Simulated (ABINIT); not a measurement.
# Ti (P-1) in ABINIT: a series of runs

One crystal, Ti, is run at these levels: LDA; tasks: single point.

Program: ABINIT 10.8.3 (patched build). These are calculated values, not measurements. Logs are shortened: lines on timing, memory, paths and dates and some standing lists are left out, and cuts for length are marked. The log counts tension as positive stress, the text compression.

## Step 1: The cell of the first run

The typed cell holds 2 atoms: a = 2.950 Å, b = 2.950 Å, c = 4.680 Å, α = 90.00°, β = 90.00°, γ = 120.00°.

## Step 2: Single point, LDA, collinear spin, antiferromagnetic start (atoms moved at random, drawn with an rms of 0.05 Å)

File run.abi:

```
# Pseudopotentials
pp_dirpath "./"
pseudos "Ti.LDA_PW-JTH.xml"

# Structure
structure "poscar:POSCAR"
natom 2
chkprim 0
chksymtnons 0
tolsym 1.0e-6

# Plane-wave basis
ecut 15.0
pawecutdg 30.0

# k points
kptopt 1
ngkpt 7 7 4
nshiftk 1
shiftk 0.0 0.0 0.0

# Exchange and correlation
ixc 7

# Bands and occupations
nband 16
occopt 4
tsmear 0.00367493

# Spin
nsppol 2
spinat
     0.0000000000     0.0000000000     1.0000000000
     0.0000000000     0.0000000000    -1.0000000000

# SCF cycle
nstep 100
tolvrs 1.0e-9

# Output
iomode 3
prtwf 0
prtden 0
prteig 0
prtebands 0
```

File POSCAR:

```
Ti
1.0
    2.9500000000      0.0000000000      0.0000000000
   -1.4750000000      2.5547749412      0.0000000000
    0.0000000000      0.0000000000      4.6800000000
Ti
2
Direct
    0.6861620000      0.3268800000      0.7484870000  Ti
    0.3379730000      0.6729080000      0.2487300000  Ti
```

Potentials or basis: JTH PAW LDA v2.0.

Started as:

```bash
abinit run.abi > log 2>&1
```

run.abo:

```text
.Version 10.8.3 of ABINIT
 Magnetic group, Shubnikov type III
 Fedorov space group P-1 (#  2); Bravais aP (primitive triclinic)
 Magnetic point group -1' (#  1)
================================================================================
 Values of the parameters that define the memory need of the present run
     intxc =       0    ionmov =       0      iscf =      17    lmnmax =      18
     lnmax =       6     mgfft =      32  mpssoang =       3    mqgrid =    3001
     natom =       2  nloc_mem =       2    nspden =       2   nspinor =       1
    nsppol =       2      nsym =       2    n1xccc =       1    ntypat =       1
    occopt =       4   xclevel =       1
       mpw =         673          nfft =       12800          nkpt =          99
 PAW method is used; the additional fine FFT grid is defined by:
   mgfftf=        45    nfftf =     40500
================================================================================
================================================================================

--------------------------------------------------------------------------------
------------- Echo of variables that govern the present computation ------------
--------------------------------------------------------------------------------
 -outvars: echo values of preprocessed input variables --------
            acell      1.0000000000E+00  1.0000000000E+00  1.0000000000E+00 Bohr
              amu      4.78800000E+01
          chkprim           0
      chksymtnons           0
             ecut      1.50000000E+01 Hartree
                       outvar_i_n : Printing only first  50 k-points.
              ixc           7
                       outvar_i_n : Printing only first  50 k-points.
         kptrlatt        7    0    0      0    7    0      0    0    4
          kptrlen      3.53756731E+01
            natom           2
            nband          16
            ngfft          20      20      32
          ngfftdg          30      30      45
             nkpt          99
           nspden           2
           nsppol           2
            nstep         100
             nsym           2
           ntypat           1
                       prtocc : prtvol=0, do not print more k-points.
                       1.000000  1.000000  1.000000  1.000000  1.000000  1.000000
                       1.000000  1.000000  1.000000  1.000000  1.000000  1.000000
                       0.000000  0.000000  0.000000  0.000000
                       1.000000  1.000000  1.000000  1.000000  1.000000  1.000000
                       1.000000  1.000000  1.000000  1.000000  1.000000  1.000000
                       0.000000  0.000000  0.000000  0.000000
                       1.000000  1.000000  1.000000  1.000000  1.000000  1.000000
                       1.000000  1.000000  1.000000  1.000000  1.000000  1.000000
                       0.000000  0.000000  0.000000  0.000000
                       1.000000  1.000000  1.000000  1.000000  1.000000  1.000000
                       1.000000  1.000000  1.000000  1.000000  1.000000  1.000000
                       0.000000  0.000000  0.000000  0.000000
                       1.000000  1.000000  1.000000  1.000000  1.000000  1.000000
                       1.000000  1.000000  1.000000  1.000000  1.000000  1.000000
                       0.000000  0.000000  0.000000  0.000000
                       1.000000  1.000000  1.000000  1.000000  1.000000  1.000000
                       1.000000  1.000000  1.000000  1.000000  1.000000  1.000000
[... 118 lines left out ...]
                       1.000000  1.000000  1.000000  1.000000  1.000000  1.000000
                       1.000000  1.000000  1.000000  1.000000  1.000000  1.000000
                       0.000000  0.000000  0.000000  0.000000
                       1.000000  1.000000  1.000000  1.000000  1.000000  1.000000
                       1.000000  1.000000  1.000000  1.000000  1.000000  1.000000
                       0.000000  0.000000  0.000000  0.000000
                       1.000000  1.000000  1.000000  1.000000  1.000000  1.000000
                       1.000000  1.000000  1.000000  1.000000  1.000000  1.000000
                       0.000000  0.000000  0.000000  0.000000
                       1.000000  1.000000  1.000000  1.000000  1.000000  1.000000
                       1.000000  1.000000  1.000000  1.000000  1.000000  1.000000
                       0.000000  0.000000  0.000000  0.000000
                       1.000000  1.000000  1.000000  1.000000  1.000000  1.000000
                       1.000000  1.000000  1.000000  1.000000  1.000000  1.000000
                       0.000000  0.000000  0.000000  0.000000
                       prtocc : prtvol=0, do not print more k-points.
           occopt           4
        pawecutdg      3.00000000E+01 Hartree
           prtden           0
        prtebands           0
           prteig           0
            prtwf           0
        ptgroupma           1
            rprim      5.5746920714E+00  0.0000000000E+00  0.0000000000E+00
                      -2.7873460357E+00  4.8278249522E+00  0.0000000000E+00
                       0.0000000000E+00  0.0000000000E+00  8.8439182692E+00
          spgroup           2
[... 126 lines left out ...]
...

 Integrated electronic and magnetization densities in atomic spheres:
 ------------------------------------------------------------------------------------------------------------
 Radius=ratsph(iatom), smearing ratsm=  0.0000. Diff(up-dn)=approximate z local magnetic moment.
    Atom    Radius    up_density   dn_density  Total(up+dn)  Diff(up-dn)
    1 Ti   2.30803     5.081225     5.081234     10.162459    -0.000009
    2 Ti   2.30803     5.083252     5.083243     10.166495     0.000009
 ------------------------------------------------------------------------------------------------------------
  Sum:                10.164477    10.164476     20.328953     0.000001
 Total magnetization (from the atomic spheres):                0.000001
 Total magnetization (exact up - dn):                          0.000000

================================================================================

 ----iterations are completed or convergence reached----

 Mean square residual over all n,k,spin=   34.672E-08; max=  82.083E-06
 reduced coordinates (array xred) for    2 atoms
       0.686162000000      0.326880000000      0.748487000000
       0.337973000000      0.672908000000      0.248730000000
 rms dE/dt=  2.6809E-03; max dE/dt=  3.3416E-03; dE/dt below (all hartree)
    1       0.003341584877     -0.003223876367     -0.000039160047
    2      -0.003341584877      0.003223876367      0.000039160047

 cartesian coordinates (angstrom) at end:
    1      1.54202990000000     0.83510483277946     3.50291916000000
    2      0.00448105000000     1.71912849613301     1.16405640000000

 cartesian forces (hartree/bohr) at end:
    1     -0.00059942053020     0.00032169433302     0.00000442790696
    2      0.00059942053020    -0.00032169433302    -0.00000442790696
 frms,max,avg= 3.9277297E-04 5.9942053E-04   0.000E+00  0.000E+00  0.000E+00 h/b

 cartesian forces (eV/Angstrom) at end:
    1     -0.03082344297154     0.01654218771061     0.00022769213072
    2      0.03082344297154    -0.01654218771061    -0.00022769213072
 frms,max,avg= 2.0197198E-02 3.0823443E-02   0.000E+00  0.000E+00  0.000E+00 e/A
 length scales=  1.000000000000  1.000000000000  1.000000000000 bohr
              =  0.529177210544  0.529177210544  0.529177210544 angstroms
 Fermi (or HOMO) energy (hartree) =   0.27418   Average Vxc (hartree)=  -0.40954
 Magnetization (Bohr magneton)=  6.03527450E-08
 Total spin up =  1.20000000E+01   Total spin down =  1.20000000E+01
 Eigenvalues (hartree) for nkpt=  99  k points, SPIN UP:
 kpt#   1, nband= 16, wtk=  0.00510, kpt=  0.0000  0.0000  0.0000 (reduced coord)
  -1.79636   -1.79137   -0.94719   -0.92480   -0.92409   -0.92153   -0.92109   -0.92057
   0.04763    0.17430    0.29726    0.29974    0.30135    0.30243    0.31636    0.31811
      occupation numbers for kpt#   1
   1.00000    1.00000    1.00000    1.00000    1.00000    1.00000    1.00000    1.00000
   1.00000    1.00000    0.00000    0.00000    0.00000    0.00000    0.00000    0.00000
 prteigrs : prtvol=0 or 1, do not print more k-points.

 Eigenvalues (hartree) for nkpt=  99  k points, SPIN DOWN:
 kpt#   1, nband= 16, wtk=  0.00510, kpt=  0.0000  0.0000  0.0000 (reduced coord)
  -1.79636   -1.79137   -0.94719   -0.92480   -0.92409   -0.92153   -0.92109   -0.92057
   0.04763    0.17430    0.29726    0.29974    0.30135    0.30243    0.31590    0.31799
      occupation numbers for kpt#   1
   1.00000    1.00000    1.00000    1.00000    1.00000    1.00000    1.00000    1.00000
   1.00000    1.00000    0.00000    0.00000    0.00000    0.00000    0.00000    0.00000
 prteigrs : prtvol=0 or 1, do not print more k-points.

--- !EnergyTerms
iteration_state     : {dtset: 1, }
comment             : Components of total free energy in Hartree
kinetic             :  1.54349748044097E+01
hartree             :  2.31239770118267E+01
xc                  : -6.43358417829351E+00
Ewald energy        : -8.45376890660573E+01
psp_core            :  5.01567352703494E+00
local_psp           : -6.95928458437361E+01
PAW spherical_terms : -4.61579784033840E-01
internal            : -1.17451073528849E+02
'-kT*entropy'       : -6.34993918718011E-05
total_energy        : -1.17451137028241E+02
total_energy_eV     : -3.19600825470512E+03
...

--- !EnergyTermsDC
iteration_state     : {dtset: 1, }
comment             : '"Double-counting" decomposition of free energy'
band_energy         : -1.66629922962530E+01
Ewald energy        : -8.45376890660573E+01
psp_core            :  5.01567352703494E+00
xc_dc               : -2.23338468922982E+01
PAW spherical_terms :  1.06778277834656E+00
internal            : -1.17451071949227E+02
'-kT*entropy'       : -6.34993918718011E-05
total_energy_dc     : -1.17451135448619E+02
total_energy_dc_eV  : -3.19600821172140E+03
...

--- !EnergyTermsWithPAWCore
iteration_state     : {dtset: 1, }
comment             : 'Components of total free energy, including PAW core contributions'
Total energy        : -1.70399529923110E+03
Total energy DC     : -1.70399529765148E+03
Total energy (eV)   : -4.63680742487134E+04
Total energy DC (eV): -4.63680742057297E+04
...

 Cartesian components of stress tensor (hartree/bohr^3)
  sigma(1 1)=  3.51002622E-04  sigma(3 2)= -4.89944916E-08
  sigma(2 2)=  3.13865997E-04  sigma(3 1)=  8.39847346E-08
  sigma(3 3)=  2.98013078E-04  sigma(2 1)= -3.60621436E-05

-Cartesian components of stress tensor (GPa)         [Pressure= -9.4430E+00 GPa]
- sigma(1 1)=  1.03268537E+01  sigma(3 2)= -1.44146771E-03
- sigma(2 2)=  9.23425644E+00  sigma(3 1)=  2.47091620E-03
- sigma(3 3)=  8.76784746E+00  sigma(2 1)= -1.06098489E+00

== END DATASET(S) ==============================================================
================================================================================

 -outvars: echo values of variables after computation  --------
            acell      1.0000000000E+00  1.0000000000E+00  1.0000000000E+00 Bohr
           etotal     -1.1745113545E+02
            fcart     -5.9942053020E-04  3.2169433302E-04  4.4279069617E-06
                       5.9942053020E-04 -3.2169433302E-04 -4.4279069617E-06
            rprim      5.5746920714E+00  0.0000000000E+00  0.0000000000E+00
                      -2.7873460357E+00  4.8278249522E+00  0.0000000000E+00
                       0.0000000000E+00  0.0000000000E+00  8.8439182692E+00
           strten      3.5100262152E-04  3.1386599691E-04  2.9801307805E-04
                      -4.8994491584E-08  8.3984734577E-08 -3.6062143587E-05
           xangst      1.5420299000E+00  8.3510483278E-01  3.5029191600E+00
                       4.4810500000E-03  1.7191284961E+00  1.1640564000E+00
             xred      6.8616200000E-01  3.2688000000E-01  7.4848700000E-01
                       3.3797300000E-01  6.7290800000E-01  2.4873000000E-01
 Calculation completed.
```

Wall time 87 s (1 thread of Arm Neoverse V1, shared host); peak memory 0.13 GiB.

What came out:

- Free energy: -3196.0082 eV
- Pressure: -9.4 GPa
- Largest force: 0.035 eV/Å
- Band gap on the k mesh: none (metal or under the smearing width)
- Net moment: 0.00 μB per cell
- Valence electrons inside the program's atomic spheres: Ti 10.16, 10.17 (radii [1.2214] Å)

Forces on the atoms (eV/Å):
```
Ti  -0.031  0.017  0.000
Ti   0.031 -0.017  0.000
```

Stress tensor (GPa, compression positive):
```
-10.33   1.06   0.00
  1.06  -9.23   0.00
  0.00   0.00  -8.77
```

Levels at points of the mesh, in eV from the Fermi level:
Spin up:
| k point | band 10 | band 11 | band 12 | band 13 | band 14 | band 15 |
| --- | --- | --- | --- | --- | --- | --- |
| (0.00, 0.00, 0.00) | -2.72 | 0.63 | 0.70 | 0.74 | 0.77 | 1.15 |
| (0.00, 0.00, 0.50) | -4.33 | 0.01 | 0.01 | 0.55 | 0.55 | 0.59 |
Spin down:
```csv
k point,band 10,band 11,band 12,band 13,band 14,band 15
"(0.00, 0.00, 0.00)",-2.72,0.63,0.70,0.74,0.77,1.14
"(0.00, 0.00, 0.50)",-4.33,0.01,0.01,0.55,0.55,0.59
```

## Step 3: Single point, LDA, collinear spin, antiferromagnetic start (atoms moved at random, drawn with an rms of 0.05 Å)

File run.py:

```python
import json, os
import numpy as np
from ase.units import GPa
from ase.calculators.abinit import Abinit, AbinitProfile
from ase.io import read

atoms = read('Ti.cif')
atoms.set_initial_magnetic_moments([1.0, -1.0])

profile = AbinitProfile(command='abinit', pp_paths=[os.path.abspath('pseudos')])
params = dict(
    pps='pawxml', xc='LDA',
    chksymtnons=0,
    tolsym=1e-06,
    ecut=408.1708,
    pawecutdg=816.3416,
    kptopt=1,
    ngkpt=[7, 7, 4],
    nshiftk=1,
    shiftk=[0.0, 0.0, 0.0],
    ixc=7,
    nband=16,
    occopt=4,
    tsmear=0.1,
    nstep=100,
    tolvrs=1e-09,
    prtwf=0,
    prtden=0,
)

atoms.calc = Abinit(profile=profile, directory='run', **params)
energy = atoms.get_potential_energy()
forces = atoms.get_forces()
stress = atoms.get_stress()
print(f'energy {energy:.6f} eV')
print('forces (eV/A)')
print(np.round(forces, 5))
print('stress (GPa, Voigt, tension positive)', np.round(stress / GPa, 4))
json.dump(dict(energy=energy, forces=forces.tolist(), stress=stress.tolist(), cell=atoms.cell.tolist(), frac=atoms.get_scaled_positions(wrap=False).tolist()), open('results.json', 'w'))
```

File Ti.cif:

```cif
data_Ti
_cell_length_a 2.95000000
_cell_length_b 2.95000000
_cell_length_c 4.68000000
_cell_angle_alpha 90.00000000
_cell_angle_beta 90.00000000
_cell_angle_gamma 120.00000000
_space_group_name_H-M_alt 'P1'
_space_group_name_Hall 'P 1'
_space_group_IT_number 1
loop_
_space_group_symop_operation_xyz
'x,y,z'
loop_
_atom_site_label
_atom_site_type_symbol
_atom_site_symmetry_multiplicity
_atom_site_Wyckoff_symbol
_atom_site_fract_x
_atom_site_fract_y
_atom_site_fract_z
_atom_site_occupancy
Ti1 Ti 1 a 0.6861620000 0.3268800000 0.7484870000 1
Ti2 Ti 1 a 0.3379730000 0.6729080000 0.2487300000 1
```

Potentials or basis: JTH PAW LDA v2.0.

Started as:

```bash
python run.py
```

It took 87 s on 1 thread of Arm Neoverse V1, shared host; peak memory 0.12 GiB.

It converged, with:

```yaml
Free_energy: -3196.0082 eV
Pressure: -9.4 GPa
Largest_force: 0.035 eV/Å
Band_gap_on_the_k_mesh: none (metal or under the smearing width)
Net_moment: 0.00 μB per cell
Valence_electrons_inside_the_program's_atomic_spheres: Ti 10.16, 10.17 (radii [1.2214] Å)
```

Forces on the atoms (eV/Å):
```
Ti  -0.031  0.017  0.000
Ti   0.031 -0.017  0.000
```

Stress tensor (GPa, compression positive):
```
-10.33   1.06   0.00
  1.06  -9.23   0.00
  0.00   0.00  -8.77
```

Levels at points of the mesh, in eV from the Fermi level:
Spin up:
```
           k point  band 9  band 10  band 11  band 12  band 13  band 14  band 15  band 16
(0.00, 0.00, 0.00)   -6.16    -2.72     0.63     0.70     0.74     0.77     1.15     1.20
(0.00, 0.00, 0.50)   -4.33    -4.33     0.01     0.01     0.55     0.55     0.59     0.59
```
Spin down:
| k point | band 8 | band 9 | band 10 | band 11 | band 12 | band 13 | band 14 | band 15 | band 16 |
| --- | --- | --- | --- | --- | --- | --- | --- | --- | --- |
| (0.00, 0.00, 0.00) | -32.51 | -6.16 | -2.72 | 0.63 | 0.70 | 0.74 | 0.77 | 1.14 | 1.19 |
| (0.00, 0.00, 0.50) | -32.57 | -4.33 | -4.33 | 0.01 | 0.01 | 0.55 | 0.55 | 0.59 | 0.59 |
